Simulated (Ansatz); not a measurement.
Two G0W0 runs on ZrSe2 (1T monolayer).

The cell holds 3 atoms: 1 Zr and 2 Se. Its edges and angles: a = 3.718 Å, b = 3.718 Å, c = 29.400 Å, α = 90.0°, β = 90.0°, γ = 120.0°. Vacuum lies along c.

```xyz
3
Lattice="3.7183 0.0000 0.0000 -1.8592 3.2202 0.0000 0.0000 0.0000 29.4000" Properties=species:S:1:pos:R:3
Zr    0.0000    0.0000   14.7000
Se    0.0000    2.1468   16.2615
Se    1.8592    1.0734   13.1385
```

The structure was relaxed with LDA. The runs that relaxed it are not among those shown.

The first (Ansatz 0.2.0; start LDA, 6×6×1 mesh, 418 empty bands, screening to 65 eV, PAW set soft_1 files; 4 threads of Arm Neoverse V2, shared host) gave, on its mesh: starting gap 0.29 eV, G0W0 gap 1.02 eV, mean of 1 + 4πα/V (set by the cell height) 4.86, 2.3 min.

Q: The second changes empty bands from 418 to 172 and screening cutoff (eV) from 65.0 to 36. What does it give?

It gave: starting gap 0.29 eV, G0W0 gap 0.92 eV, mean of 1 + 4πα/V (set by the cell height) 4.90, 32 s. The G0W0 gap moves by −0.09 eV, +0.00 eV from the start and −0.09 eV from the correction. Σc changes by +0.29 eV at the valence top and +0.20 eV at the conduction bottom, and Σx − Vxc between them by +0.00 eV.

Limits: not at the basis limit; coarse mesh for a sheet; no spin-orbit coupling.

[Paths, hosts, dates, memory and timing lines, banners, echoed tables and standing remarks are left out of the program output.]

[Logs are printed without paths, hosts, clocks, repeated set-up lines and the standing remarks that a program may print on its own settings, such as how far it seeks lower states.]

[Runs of the session that timed out or met a known fault of the program may be left out.]

[Cells called generated may have been cut or substituted from an entry of the Crystallography Open Database or the Materials Project.]

[Hosts, paths, dates, database ids (printed as entryN), source tags and the programs' standing remarks are cut or masked in the printed files.]
